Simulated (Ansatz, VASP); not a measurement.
## Mg: VASP beside Ansatz

```xyz
1
Lattice="-1.7788 1.7788 1.7788 1.7788 -1.7788 1.7788 1.7788 1.7788 -1.7788" Properties=species:S:1:pos:R:3 pbc="T T T"
Mg    0.0000    0.0000    0.0000
```

Alike in both runs: functional r2SCAN; k mesh 16 × 16 × 16; occupations gaussian, width 0.1 eV; no spin polarisation.

Ansatz relaxed the structure, and its values are those at the end. VASP's run is a single point on that final structure, the one shown.

```csv
,VASP,Ansatz
version,VASP 6.6.1,Ansatz 0.2.0
potentials or method,"VASP PAW PBE potentials, release 64 (Mg)","scalar-relativistic, plane waves, PAW"
plane-wave cutoff (eV),520,500
valence electrons in the cell,2,10
```

Ansatz gave:

```
gap on the k mesh at the Fermi level (eV) : none
pressure (GPa)                            : 0.0
```

Problem. What did VASP give for the same quantities?

Solution. gap on the k mesh at the Fermi level (eV): none; pressure (GPa): -0.3.

A gap of «none» marks a metal or a gap that the smearing closes. The two sets of potentials don't hold the same shells in valence.

Caveats: the PAW data sets were made with another functional, which shifts forces and pressure a little (VASP).
